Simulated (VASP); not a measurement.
Input of a VASP 6.6.1 run:

POSCAR

```
BN
1.0
    0.0000000000      1.8130010000      1.8130010000
    1.8130010000      0.0000000000      1.8130010000
    1.8130010000      1.8130010000      0.0000000000
N B
1 1
Direct
    0.2500000000      0.2500000000      0.2500000000
    0.0000000000      0.0000000000      0.0000000000
```

Contents of INCAR.step1:

```
SYSTEM = BN
  ALGO = Normal
  EDIFF = 1E-8
  ENCUT = 450
  GGA = PE
  ISMEAR = 0
  LASPH = .TRUE.
  LCHARG = .FALSE.
  LREAL = .FALSE.
  LWAVE = .TRUE.
  NELM = 60
  PREC = Accurate
  SIGMA = 0.01
```

The input INCAR.step2:

```
SYSTEM = BN
  ALGO = Exact
  EDIFF = 1E-8
  ENCUT = 450
  GGA = PE
  ISMEAR = 0
  ISTART = 1
  LASPH = .TRUE.
  LCHARG = .FALSE.
  LOPTICS = .TRUE.
  LREAL = .FALSE.
  LWAVE = .TRUE.
  NBANDS = 53
  NELM = 1
  PREC = Accurate
  SIGMA = 0.01
```

Contents of INCAR.step3:

```
SYSTEM = BN
  ALGO = EVGW0
  EDIFF = 1E-8
  ENCUT = 450
  ENCUTGW = 150
  GGA = PE
  ISMEAR = 0
  ISTART = 1
  LASPH = .TRUE.
  LCHARG = .FALSE.
  LREAL = .FALSE.
  LWAVE = .FALSE.
  NBANDS = 53
  NBANDSGW = 12
  NELMGW = 4
  NOMEGA = 48
  PREC = Accurate
  PRECFOCK = Fast
  SIGMA = 0.01
```

KPOINTS

```
k-points
0
G
  6 6 6
  0 0 0
```

Potentials or basis: VASP PAW PBE potentials, release 64 (N_GW, B_GW).

Command:

```console
$ cat potpaw_PBE.64/N_GW/POTCAR potpaw_PBE.64/B_GW/POTCAR > POTCAR
$ cp INCAR.step1 INCAR
$ mpirun -np 1 vasp_std > vasp.out
$ cp INCAR.step2 INCAR
$ mpirun -np 1 vasp_std > vasp.out
$ cp INCAR.step3 INCAR
$ mpirun -np 1 vasp_std > vasp.out
```

Estimate the quasiparticle gap.

6.16 eV.

What does it give for the least direct quasiparticle gap?

11.20 eV.

What does it give for the band gap on the k mesh, mean-field level?

4.45 eV, indirect (least direct gap 8.77 eV).

Quasiparticle gap after each update of the energies (eV): 5.93, 6.13, 6.16, 6.16

Caveat: the k mesh is coarse (spacing up to 0.50 Å⁻¹), so the values aren't converged; bands, screening cutoff and mesh are small and nothing is extrapolated, so the quasiparticle values aren't converged. A k mesh can miss the band edges.
